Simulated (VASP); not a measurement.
A run of VASP 6.6.1:

The input INCAR:

```
SYSTEM = Al
  PREC = Accurate
  ENCUT = 520
  EDIFF = 1E-7
  ISMEAR = 0
  SIGMA = 0.1
  LREAL = .False.
  LASPH = .True.
  NELM = 60
  ALGO = Normal
  ISIF = 2
  LWAVE = .False.
  LCHARG = .True.
  GGA = PS
  LELF = .True.
  LVHAR = .True.
  LVACPOTAV = .True.
```

Contents of KPOINTS:

```
Automatic mesh
0
Gamma
  16 12 1
  0 0 0
```

The input POSCAR:

```
Al
1.0
    4.0460000000      0.0000000000      0.0000000000
    0.0000000000      2.8609540367      0.0000000000
    0.0000000000      0.0000000000     28.3047701834
Al
11
Direct
    0.0000000000      0.0000000000      0.2473081376
    0.5000000000      0.5000000000      0.2978465101
    0.0000000000      0.0000000000      0.3483848826
    0.5000000000      0.5000000000      0.3989232551
    0.0000000000      0.0000000000      0.4494616275
    0.5000000000      0.5000000000      0.5000000000
    0.0000000000      0.0000000000      0.5505383725
    0.5000000000      0.5000000000      0.6010767449
    0.0000000000      0.0000000000      0.6516151174
    0.5000000000      0.5000000000      0.7021534899
    0.0000000000      0.0000000000      0.7526918624
```

Potentials or basis: VASP PAW PBE potentials, release 64 (Al).

Launch:

```bash
$ cat potpaw_PBE.64/Al/POTCAR > POTCAR
$ mpirun -np 1 vasp_std > vasp.out
```

Hardware: 1 thread of AMD EPYC 7R43 64-Core Processor (Zen 3) (shared host).

Question: Estimate the wall time of this run.

Answer: Wall time 23 min on 1 thread of AMD EPYC 7R43 64-Core Processor (Zen 3), on a shared host, peak memory 0.52 GiB. Counts: scf iterations 24, k points 63.
